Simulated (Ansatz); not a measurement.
# Sb: one crystal by all-electron and frozen-core methods

Aim: solve Sb at one geometry with LAPW, all electrons, PAW on the default files and all-electron PAW on datasets made for the crystal, and see where they agree.

Program: Ansatz 0.2.0. Level of theory: DFT PBE, scalar-relativistic. These are calculated values, not measurements.

### 1 The structure to begin with

The structure is trigonal, space group R-3m (No. 166). Conventional cell: a = 4.301 Å, b = 4.301 Å, c = 11.232 Å, α = 90.00°, β = 90.00°, γ = 120.00°. Sb (site symmetry 3m) has 3 Sb at 2.90 Å as nearest neighbours.

Coordinates:

```xyz
2
Lattice="2.1506 1.2416 3.7440 -2.1506 1.2416 3.7440 0.0000 -2.4833 3.7440" Properties=species:S:1:pos:R:3 pbc="T T T"
Sb    0.0000    0.0000    2.6242
Sb    0.0000    0.0000    8.6078
```

The cell is a measured one (Crystallography Open Database entry 9009654); the temperature and pressure of the measurement aren't taken into account, and nothing was relaxed.

Atoms are numbered in the order of the input: Sb1, Sb2.

### 2 LAPW, all electrons

File input.yaml:

```yaml
crystal:
  lattice:
    - [2.150600332, 1.2416496806, 3.744]
    - [-2.150600332, 1.2416496806, 3.744]
    - [0.0, -2.4832993611, 3.744]
  atoms:
    - { symbol: Sb, position: [0.23364, 0.23364, 0.23364] }
    - { symbol: Sb, position: [0.76636, 0.76636, 0.76636] }
kpoints:
  mp_grid: { grid: [9, 9, 9] }
  band_path:
    path:
      - [0.0, 0.0, 0.0]
      - [0.5, 0.5, 0.5]
      - [0.7600111779, 0.2399888221, 0.5]
      - [0.5, -0.2399888221, 0.2399888221]
      - [0.5, 0.0, 0.0]
      - [0.0, 0.0, 0.0]
      - [0.369994411, -0.369994411, 0.0]
      - [0.630005589, 0.0, 0.369994411]
      - [0.5, 0.0, 0.5]
    npoints: 14
scf:
  occupations: { method: fermi_dirac, width: 0.05 }
hamiltonian:
  xc: pbe
  pseudopotentials: { kind: all_electron, lapw: { basis_error: 0.0005 } }
output:
  forces: true
  stress: true
  eigenvalues: true
  populations: true
  dos: { projected: true, de: 0.2, e_range: [-14, 8] }
```

On the command line:

```sh
$ ansatz run input.yaml --threads 1 --pin off --max-ram 3072MiB --backend cpu --events-out ev --progress --plain --runs-dir out
```

### 3 PAW on the default files

input.yaml: that of step 2 with these lines changed.

```diff
@@ -26,3 +26,3 @@
   xc: pbe
-  pseudopotentials: { kind: all_electron, lapw: { basis_error: 0.0005 } }
+  pseudopotentials: { kind: paw }
 output:
@@ -31,3 +31,9 @@
   eigenvalues: true
+  efg: { contact_densities: true }
   populations: true
+  bader: true
   dos: { projected: true, de: 0.2, e_range: [-14, 8] }
+  write_density: true
+  write_potential: true
+  elf: true
+  volumetric_format: npy
```

### 4 All-electron PAW on datasets made for the crystal

input.yaml: that of step 3 with these lines changed.

```diff
@@ -21,3 +21,3 @@
       - [0.5, 0.0, 0.5]
-    npoints: 14
+    npoints: 8
 scf:
@@ -26,3 +26,3 @@
   xc: pbe
-  pseudopotentials: { kind: paw }
+  pseudopotentials: { kind: all_electron, datasets: crystal }
 output:
@@ -32,8 +32 @@
   efg: { contact_densities: true }
-  populations: true
-  bader: true
-  dos: { projected: true, de: 0.2, e_range: [-14, 8] }
-  write_density: true
-  write_potential: true
-  elf: true
-  volumetric_format: npy
```

(Steps that only read results are left out.)

Before running it: what results should come out? Wanted: pressure; gap; largest force; Bader charges; highest ELF.

The runs gave:

| quantity | value |
| --- | --- |
| pressure | LAPW 3.13, PAW 3.13, crystal datasets 3.13 GPa |
| gap (LAPW) | none |
| largest force | LAPW 0.199, PAW 0.199, crystal datasets 0.199 eV/Å |
| Bader charges (PAW) | Sb1 +0.00 e |
| highest ELF (PAW) | 0.66, 1.45 Å from Sb |

At this geometry the cell is under compression of 3.1 GPa, so it would expand if let go. Bands reach the Fermi level, so no gap opens at this level of theory, which can close a small real gap. Spin-orbit coupling is left out of this run, though the cell holds Sb; it can open or close small gaps. Within 0.3 eV of the Fermi level the largest projected share is Sb 5p (81 %). The projection holds only the free atom's occupied shells (Sb 5s, Sb 5p in this range). The field gradient at Sb1, the largest by crystal datasets, is -5.02 by PAW and -5.03 by crystal datasets (10²¹ V/m²), within 5 %. No spin–orbit coupling: at heavy atoms the gradients can be off by tens of per cent for that reason. PAW lies less than 0.01 GPa from LAPW in pressure. The forces differ by at most 1 meV/Å in a component, on a largest force of 0.199 eV/Å. LAPW took about 1.6 times as long as PAW (28 s against 18 s, on a shared host and with the outputs that each input asks for).
